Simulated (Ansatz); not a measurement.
# GaP: the cost of one run

Program: Ansatz 0.2.0. Level of theory: DFT PBEsol, scalar-relativistic, plane waves, PAW. These are calculated values, not measurements.

4 further runs of the same task are left out: 1 that didn't finish, 3 set aside as unsound or not needed.

## Step 1: The system as given

The structure is cubic, space group F-43m (No. 216). The conventional cell has a = 5.438 Å, b = 5.438 Å, c = 5.438 Å, α = 90.00°, β = 90.00°, γ = 90.00°. Ga (site symmetry -43m) is surrounded by 4 P at 2.35 Å. P (site symmetry -43m) is surrounded by 4 Ga at 2.35 Å.

Coordinates:

```
CELL_PARAMETERS angstrom
0.00000 2.71923 2.71923
2.71923 0.00000 2.71923
2.71923 2.71923 0.00000
ATOMIC_POSITIONS crystal
Ga 0.00000 0.00000 0.00000
P 0.75000 0.75000 0.75000
```

This cell was relaxed beforehand with the same method: volume 20.11 Å³/atom, gap on the mesh 1.50 eV.

## Step 2: Relaxing at 6 GPa

What is minimised here is the enthalpy; the energy can go up as the cell is squeezed.

File input.yaml:

```yaml
crystal:
  lattice:
    - [0.0, 2.7192250973, 2.7192250973]
    - [2.7192250973, 0.0, 2.7192250973]
    - [2.7192250973, 2.7192250973, 0.0]
  atoms:
    - { symbol: Ga, position: [0.0, 0.0, 0.0] }
    - { symbol: P, position: [0.75, 0.75, 0.75] }
basis:
  ecutwfc: 420
kpoints:
  mp_grid: { grid: [8, 8, 8] }
hamiltonian:
  xc: pbesol
scf:
  occupations: { method: fixed }
output:
  forces: true
  stress: true
  eigenvalues: true
  write_density: true
  write_potential: true
  elf: true
  volumetric_format: npy
relax:
  adjacent_minimum: "off"
  f_tol: 0.001
  max_steps: 60
  cell: { stress_tol: 0.02, p_target: 6.0 }
```

Run with:

```bash
> ansatz run input.yaml --threads 1 --pin off --max-ram 3072MiB --backend cpu --events-out ev --progress --plain --runs-dir out
```

Q: Estimate wall time and peak memory on 1 thread of AMD EPYC 9R45 (Zen 5), shared host.

About 3.3 s, with a peak of 0.37 GiB.
